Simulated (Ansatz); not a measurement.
**Os: energy along a strain**

Os, P6_3/mmc, a = 2.734 Å, c = 4.320 Å (as given, not relaxed at this level: 8.7 GPa). Ansatz: PBE, PAW, 420 eV, Γ-centred 18×18×12 mesh on 2 atoms, Gaussian smearing 0.15 eV; no spin polarisation. Cell vectors (Å): 2.734 0.000 0.000; -1.367 2.368 0.000; 0.000 0.000 4.320. The cell is strained by x per cent times the pattern (1 -1 0 0 0 0) in the order xx yy zz yz xz xy (engineering shears), with fractional coordinates held. y is the free energy over the start, V0 = 13.982 Å³/atom.

| x (%) | y (meV/atom) |
| --- | --- |
| -6.00 | 191.04 |
| -4.50 | 105.48 |
| -3.00 | 46.02 |
| -1.50 | 11.35 |
| 0.00 | 0.00 |
| 1.50 | ? |
| 3.00 | 42.73 |
| 4.50 | 93.75 |
| 5.25 | 126.08 |
| 6.00 | 162.76 |

Q: Fit y = c1 x + c2 x² + c3 x³ to the other rows, get the stiffness along the pattern, and predict the missing energy.

A: Least squares on the rows shown. y = 0.041862 x + 4.9160 x² − 0.066587 x³. The clamped-ion stiffness p·C·p = 2 × 49.16 eV × 160.2 / 13.982 Å³ = 1127 GPa (second derivative at the start, which stands under stress). At x = 1.50 the fit asked for gives 10.90 meV/atom. The run gave 10.95 meV/atom, so the fit is 0.05 meV/atom too low, within the rms miss on the fitted rows (0.10 meV/atom).

Spin–orbit coupling is left out, which can shift energies with elements as heavy as these.